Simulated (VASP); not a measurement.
# CuI: forms and broadenings of the independent-particle spectrum

CuI, F-43m (no. 216), 2 atoms in the cell. PBE, independent-particle dielectric function; PAW potentials I, Cu (PBE set).

## Input

INCAR.step1:
```
EDIFF = 1E-8 ; ENCUT = 340
ISMEAR = 0 ; KPAR = 4
LASPH = True ; LCHARG = False
LEPSILON = True ; LWAVE = False
PREC = Accurate ; SIGMA = 0.02
```

INCAR.step2, as INCAR.step1 but for:
```
- LEPSILON = True
- LWAVE = False
+ LWAVE = True
+ NBANDS = 41
```

INCAR.step3:
```
ALGO = None ; CSHIFT = 0.1
EDIFF = 1E-7 ; ENCUT = 340
ISMEAR = 0 ; ISTART = 1
KPAR = 4 ; LASPH = True
LCHARG = False ; LOPTICS = True
LWAVE = False ; NBANDS = 41
NEDOS = 2000 ; NELM = 1
PREC = Accurate ; SIGMA = 0.02
```

INCAR.step4, as INCAR.step3 but for:
```
+ LNABLA = True
```

INCAR.step5, as INCAR.step4 but for:
```
- LNABLA = True
+ IPEAD = 2
+ LPEAD = True
```

INCAR.step6, as INCAR.step5 but for:
```
- IPEAD = 2
+ IPEAD = 1
```

INCAR.step7 changes the same tag again: IPEAD = 4.

INCAR.step8, as INCAR.step7 but for:
```
- CSHIFT = 0.1
- IPEAD = 4
- LPEAD = True
+ CSHIFT = 0.01
```

INCAR.step9, as INCAR.step8 but for:
```
- CSHIFT = 0.01
+ CSHIFT = 0.2
```

INCAR.step10 changes the same tag again: CSHIFT = 0.03.

INCAR.step11, as INCAR.step10 but for:
```
- CSHIFT = 0.03
- ISMEAR = 0
+ CSHIFT = 0.1
+ ISMEAR = -5
```

INCAR.step12, as INCAR.step11 but for:
```
- ISMEAR = -5
- SIGMA = 0.02
+ ISMEAR = 0
+ SIGMA = 0.2
```

INCAR.step13, as INCAR.step12 but for:
```
- SIGMA = 0.2
+ OMEGAMAX = 12
+ SIGMA = 0.02
```

INCAR.step14, as INCAR.step13 but for:
```
- OMEGAMAX = 12
+ OMEGAMAX = 60
```

KPOINTS:
```
k-points
0
Gamma
  12 12 12
```

POSCAR:
```
CuI
1.0
    0.0000000000      3.0315000000      3.0315000000
    3.0315000000      0.0000000000      3.0315000000
    3.0315000000      3.0315000000      0.0000000000
I Cu
1 1
Direct
    0.0000000000      0.0000000000      0.0000000000
    0.7500000000      0.7500000000      0.7500000000
```

Commands (each step's output is kept before the next begins):
```
cat potpaw_PBE.64/I/POTCAR potpaw_PBE.64/Cu/POTCAR > POTCAR
cp INCAR.step1 INCAR
mpirun -np 4 vasp_std > vasp.out
rm WAVECAR CHG
cp INCAR.step2 INCAR
mpirun -np 4 vasp_std > vasp.out
cp INCAR.step3 INCAR
mpirun -np 4 vasp_std > vasp.out
cp INCAR.step4 INCAR
mpirun -np 4 vasp_std > vasp.out
cp INCAR.step5 INCAR
mpirun -np 4 vasp_std > vasp.out
cp INCAR.step6 INCAR
mpirun -np 4 vasp_std > vasp.out
cp INCAR.step7 INCAR
mpirun -np 4 vasp_std > vasp.out
cp INCAR.step8 INCAR
mpirun -np 4 vasp_std > vasp.out
cp INCAR.step9 INCAR
mpirun -np 4 vasp_std > vasp.out
cp INCAR.step10 INCAR
mpirun -np 4 vasp_std > vasp.out
cp INCAR.step11 INCAR
mpirun -np 4 vasp_std > vasp.out
cp INCAR.step12 INCAR
mpirun -np 4 vasp_std > vasp.out
cp INCAR.step13 INCAR
mpirun -np 4 vasp_std > vasp.out
cp INCAR.step14 INCAR
mpirun -np 4 vasp_std > vasp.out
```

## Result

- Direct gap on the mesh (eV): 1.14
- Gap on the mesh (eV): 1.14
- Bands: 41

One ground state, settings moved in the last step alone:

| Settings | ε at zero frequency | Mean energy of the absorption, weighted by Im ε (eV) | Time (s) |
|---|---|---|---|
| longitudinal form, CSHIFT 0.1 | 6.67 | 6.33 | 6 |
| transversal form (LNABLA) | 6.92 | 6.33 | 6 |
| finite differences (LPEAD), order 2 | 6.59 | 6.36 | 13 |
| finite differences (LPEAD), order 1 | 6.37 | 6.44 | 9 |
| finite differences (LPEAD), order 4 | 6.63 | 6.34 | 20 |
| CSHIFT 0.01 | 6.67 | 6.32 | 5 |
| CSHIFT 0.2 | 6.66 | 6.34 | 5 |
| CSHIFT 0.03 | 6.67 | 6.32 | 5 |
| tetrahedron method | 6.56 | 6.38 | 6 |
| SIGMA 0.2 | 6.68 | 6.33 | 7 |
| OMEGAMAX 12, which cuts the spectrum short | 6.38 | 6.31 | 5 |
| OMEGAMAX 60 | 6.67 | 6.33 | 5 |

The mean energy covers the spectrum up to 12 eV.

On the same mesh, density-functional perturbation theory with local fields gives ε = 6.36.

Limits: Spin-orbit coupling is left out, which can matter with atoms this heavy.

VASP 6.6.1 took 446 s on 4 cores (Intel Xeon Platinum 8488C (Sapphire Rapids)), a shared host.
